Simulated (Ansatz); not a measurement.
## AlCo: energy along a strain

AlCo, Pm-3m, a = 2.823 Å. The structure is a Materials Project entry; whether it is the stable form wasn't checked. Ansatz: PBEsol, PAW, 420 eV, Γ-centred 22×22×22 mesh on 2 atoms, Gaussian smearing 0.15 eV; no spin polarisation. Cell vectors (Å): 2.823 0.000 0.000; 0.000 2.823 0.000; 0.000 0.000 2.823. The cell is strained by x per cent times the pattern (1 1 0 0 0 0) in the order xx yy zz yz xz xy (engineering shears), with fractional coordinates held. y is the free energy over the start, V0 = 11.244 Å³/atom.

```tsv
x (%)	y (meV/atom)
-6.00	131.86
-4.50	71.31
-3.00	30.52
-1.50	?
0.00	0.00
1.50	6.70
3.00	25.94
4.50	56.31
5.25	75.26
6.00	96.51
```

Problem. Fit y = c2 x² + c3 x³ to the other rows, get the stiffness along the pattern, and predict the missing energy.

Solution. Least squares on the rows shown. y = 3.1647 x² − 0.082062 x³. The clamped-ion stiffness p·C·p = 2 × 31.65 eV × 160.2 / 11.244 Å³ = 902 GPa. At x = -1.50 the fit asked for gives 7.40 meV/atom. The run gave 7.38 meV/atom, so the fit is 0.02 meV/atom too high, within the rms miss on the fitted rows (0.24 meV/atom).

Cost: 10 runs of about 1.2 core-minutes in all, on Intel Xeon 6975P-C (Granite Rapids) (shared hosts).